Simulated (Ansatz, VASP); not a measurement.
## As in VASP and in Ansatz

INCAR

```
PREC = Accurate
ENCUT = 520
EDIFF = 1E-7
ISMEAR = -1
SIGMA = 0.03
LREAL = False
LASPH = True
NELM = 60
ALGO = Normal
ISIF = 2
LWAVE = False
LCHARG = False
GGA = PE
NBANDS = 8
```

The input KPOINTS:

```
regular mesh
0
Gamma
  13 13 13
```

The input POSCAR:

```
As
1.0
    2.7293015630      0.0000000000      0.0000000000
    0.0000000000      2.7293015630      0.0000000000
    0.0000000000      0.0000000000      2.7293015630
As
1
Direct
    0.0000000000      0.0000000000      0.0000000000
```

Input for Ansatz:

```yaml
crystal:
  lattice:
    - [2.729301563, 0.0, 0.0]
    - [0.0, 2.729301563, 0.0]
    - [0.0, 0.0, 2.729301563]
  atoms:
    - { symbol: As, position: [0.0, 0.0, 0.0] }
kpoints:
  mp_grid: { grid: [13, 13, 13] }
  band_path:
    path:
      - [0.0, 0.0, 0.0]
      - [0.0, 0.5, 0.0]
      - [0.5, 0.5, 0.0]
      - [0.0, 0.0, 0.0]
      - [0.5, 0.5, 0.5]
      - [0.0, 0.5, 0.0]
      - [0.5, 0.5, 0.5]
      - [0.5, 0.5, 0.0]
    npoints: 5
scf:
  occupations: { method: fermi_dirac, width: 0.03 }
hamiltonian:
  xc: pbe
  pseudopotentials:
    kind: all_electron
    lapw: { basis_error: 0.0005 }
    relativity: none
output:
  forces: true
  stress: true
  eigenvalues: true
```

Alike in both runs: task single point; functional PBE; k mesh 13 × 13 × 13; occupations fermi-dirac, width 0.03 eV; no spin polarisation.

|  | VASP | Ansatz |
| --- | --- | --- |
| version | VASP 6.6.1 | Ansatz 0.2.0 |
| potentials or method | VASP PAW PBE potentials, release 64 (As) | all-electron LAPW, non-relativistic |
| plane-wave cutoff (eV) | 520 | see its input |

```tsv
	VASP	Ansatz	Ansatz less VASP
pressure (GPa)	0.2	0.1	-0.08
```

Ansatz ran all-electron here, so the differences hold the error of VASP's frozen core and of both bases.
